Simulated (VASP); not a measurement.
A run of VASP 6.6.1 is set up as follows.

Contents of INCAR:

```
  ALGO = Normal
  EDIFF = 1E-7
  EDIFFG = -0.005
  ENCUT = 600
  GGA = PE
  IBRION = 2
  ISIF = 3
  ISMEAR = 0
  IVDW = 12
  KPAR = 4
  LASPH = True
  LATTICE_CONSTRAINTS = .TRUE. .TRUE. .FALSE.
  LCHARG = False
  LREAL = False
  LWAVE = False
  NELM = 80
  NSW = 90
  PREC = Accurate
  SIGMA = 0.03
```

KPOINTS

```
k-points
0
Gamma
  15 15 1
```

POSCAR

```
C                                       
1.0
    2.4656797296      0.0000000000      0.0000000000
   -1.2328398648      2.1353412860      0.0000000000
    0.0000000000      0.0000000000     21.4289500000
  C             
     4
Direct
     0.0000000000000000    0.0000000000000000    0.4207967696831523
     0.6666666699999979    0.3333333300000021    0.4207717616953088
     0.0000000000000000    0.0000000000000000    0.5792020825345185
     0.3333333300000021    0.6666666699999979    0.5792293860870203
```

Potentials or basis: VASP PAW PBE potentials, release 64 (C).

Command:

```console
$ cat potpaw_PBE.64/C/POTCAR > POTCAR
$ mpirun -np 4 vasp_std > vasp.out
```

Q: Estimate the dispersion energy per atom.

A: -0.119 eV.

Q: Estimate the band gap on the k mesh.

A: None (metal or under the smearing width).

Final structure:
```
C
1.0
     2.46568    0.00000    0.00000
    -1.23284    2.13534    0.00000
     0.00000    0.00000   21.42895
C
4
Direct
  0.00000 0.00000 0.42080
  0.66667 0.33333 0.42077
  0.00000 0.00000 0.57920
  0.33333 0.66667 0.57923
```

Caveat: the relaxation stopped at its first step, so nothing moved.
